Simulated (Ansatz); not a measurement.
Axial (c/a) deformation path in ZrS2

Computed with DFT PBEsol, scalar-relativistic, plane waves, PAW (Ansatz). Settings: plane waves to 420 eV, k-mesh 12×12×6 (Γ-centred), Gaussian smearing 0.05 eV. No spin polarisation. Energies are free energies at this smearing, counted from the undisturbed cell; pressure is positive in compression.

Zero of the scan (as given, not relaxed at this level; it stands at -0.4 GPa):

```
CELL_PARAMETERS angstrom
3.63000 0.00000 0.00000
-1.81500 3.14367 0.00000
0.00000 0.00000 5.85000
ATOMIC_POSITIONS crystal
Zr 0.00000 0.00000 0.00000
S 0.33333 0.66667 0.24920
S 0.66667 0.33333 0.75080
```

The cell holds layers and no dispersion correction was added, so their binding is poorly described.

At fixed volume and fractional coordinates, lengths along (0.000, 0.000, 1.000) are scaled against those across it; ρ is that ratio over its starting value.

```tsv
ρ	ΔE (meV/atom)
0.800	147.1
0.850	81.8
0.920	23.0
0.960	5.8
1.000	0.0
1.050	8.3
1.100	33.4
1.200	129.6
1.300	271.2
```

Question: Predict the gap on the mesh (eV) at each point.

Answer:
```csv
ρ,gap on the mesh (eV)
0.800,0.45
0.850,0.68
0.920,0.74
0.960,0.73
1.000,0.72
1.050,0.55
1.100,0.26
1.200,0.00
1.300,0.00
```
Where the gap reads zero the k-mesh, chosen for the insulator, is on the coarse side.

Cost: 9 runs of about 0.78 core-minutes in all, on Arm Neoverse V2 (shared hosts).